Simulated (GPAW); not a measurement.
Wanted: an ASE script for a GPAW 26.7.0 run.

| Property | Result |
| --- | --- |
| Task | single point |
| Functional | PBE |
| Potentials or basis | GPAW PAW data sets (gpaw-data 1.2.1) |
| Cutoff | 600 eV |
| Basis | pw |
| k mesh | 9 × 8 × 6 |
| Occupations | fermi-dirac, width 0.05 eV |
| Spin | collinear spin, ferromagnetic start |
| Starting moments | [1.0, 1.0, 0.0, 0.0] μB |
| Maxiter | 150 |

SiNi:

```
CELL_PARAMETERS angstrom
2.94277 0.00000 0.00000
0.00000 3.28033 0.00000
0.00000 0.00000 4.67745
ATOMIC_POSITIONS crystal
Ni 0.50000 0.50000 0.34250
Ni 0.00000 0.00000 0.65750
Si 0.50000 0.50000 0.84314
Si 0.00000 0.00000 0.15686
```

The cell is a database's computed one.

These files were run (other wordings do the same):

run.py

```python
from ase import Atoms
from ase.dft.bandgap import bandgap
from ase.io import write
from ase.units import Bohr, GPa
from gpaw import GPAW, PW
from gpaw.elf import elf_from_dft_calculation

atoms = Atoms(['Ni', 'Ni', 'Si', 'Si'],
              cell=[[2.94277066, 0.0, 0.0],
                    [0.0, 3.28032554, 0.0],
                    [0.0, 0.0, 4.67744676]],
              scaled_positions=[[0.5, 0.5, 0.34249559],
                                [0.0, 0.0, 0.65750441],
                                [0.5, 0.5, 0.84314316],
                                [0.0, 0.0, 0.15685684]],
              pbc=True)
atoms.set_initial_magnetic_moments([1.0, 1.0, 0.0, 0.0])

calc = GPAW(mode=PW(600),
            xc='PBE',
            kpts={'size': (9, 8, 6), 'gamma': True},
            occupations={'name': 'fermi-dirac', 'width': 0.05},
            nbands=36,
            convergence={'density': 1e-05, 'energy': 1e-05},
            maxiter=150,
            txt='gpaw.txt')
atoms.calc = calc
energy = atoms.get_potential_energy()
forces = atoms.get_forces()
stress = atoms.get_stress()
calc.write('gs.gpw')
write('result.traj', atoms)
print(f'Energy: {energy:.6f} eV')
print('Forces (eV/A):')
print(forces.round(4))
print('Stress (GPa):', (stress / GPa).round(3))
print('Moments:', calc.get_magnetic_moments().round(3))
print('Fermi level:', round(calc.get_fermi_level(), 4), 'eV')
print(f'Gap: {bandgap(calc)[0]:.4f} eV, direct: {bandgap(calc, direct=True)[0]:.4f} eV')

# fields on the real-space grid
write('density.cube', atoms, data=calc.get_pseudo_density() * Bohr**3)
write('potential.cube', atoms, data=calc.get_electrostatic_potential())
write('spin.cube', atoms, data=(calc.get_pseudo_density(spin=0) - calc.get_pseudo_density(spin=1)) * Bohr**3)
write('elf.cube', atoms, data=elf_from_dft_calculation(calc).data)
```

Potentials or basis: GPAW PAW data sets (gpaw-data 1.2.1), pw.

Run with:

```console
$ OMP_NUM_THREADS=1 python run.py
```

Results of the run:

```json
{
  "Pressure": "8.5 GPa",
  "Largest force": "0.069 eV/Å",
  "Band gap on the k mesh": "none (metal or under the smearing width)",
  "Net moment": "0.00 μB per cell"
}
```

Caveat: the stock nickel data set gives pressures a few GPa off other programs.

Run time: 6.9 min on 1 thread of Intel(R) Xeon(R) Platinum 8259CL CPU @ 2.50GHz (Skylake/Cascade Lake), with other jobs on the host, peak memory 0.37 GiB.
